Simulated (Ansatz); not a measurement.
CdS in the rocksalt structure (r2SCAN geometry), in Ansatz:

Space group Fm-3m (No. 225). a = 5.454 Å, b = 5.454 Å, c = 5.454 Å, α = 90.00°, β = 90.00°, γ = 90.00°

| atom | site | symmetry | x | y | z |
| --- | --- | --- | --- | --- | --- |
| Cd | 4a | m-3m | 0.0000 | 0.0000 | 0.0000 |
| S | 4b | m-3m | 0.5000 | 0.0000 | 0.0000 |

G0W0@PBE with 222 empty bands, a screening cutoff of 180 eV and a 6×6×6 mesh (PAW, contour deformation) gives 0.941 eV over the mesh points, from a PBE gap of 0.255 eV; it sums over 235 bands with 229 plane waves in the screening and a wave cutoff of 420 eV. G0W0 values are finite-basis, finite-mesh values. Values at 0 K without nuclear motion; spin polarisation is off, and the phase may be a hypothetical one.

**Question.** Another run gave a Kohn-Sham gap of 0.260 eV and a G0W0 gap of 0.941 eV, summing over 235 bands with 229 plane waves in the screening and a wave cutoff of 1071 eV. What was changed?

**Answer.** Potentials of the kind norm-conserving. The wave cutoff gives it away.

**Question.** Estimate the gap with empty bands 431, screening cutoff 260 eV.

**Answer.** 0.977 eV (+0.036 eV), from a Kohn-Sham gap of 0.255 eV.

**Question.** Estimate the gap with starting point r2SCAN.

**Answer.** 1.240 eV (+0.299 eV), from a Kohn-Sham gap of 0.750 eV.

**Question.** Estimate the gap with frequency model Godby-Needs pole.

**Answer.** 1.085 eV (+0.144 eV), from a Kohn-Sham gap of 0.255 eV.

The runs are scalar-relativistic, without spin-orbit coupling.

With a shallow d shell on the cation, G0W0 converges slowly in bands and cutoff, so these values are in doubt.
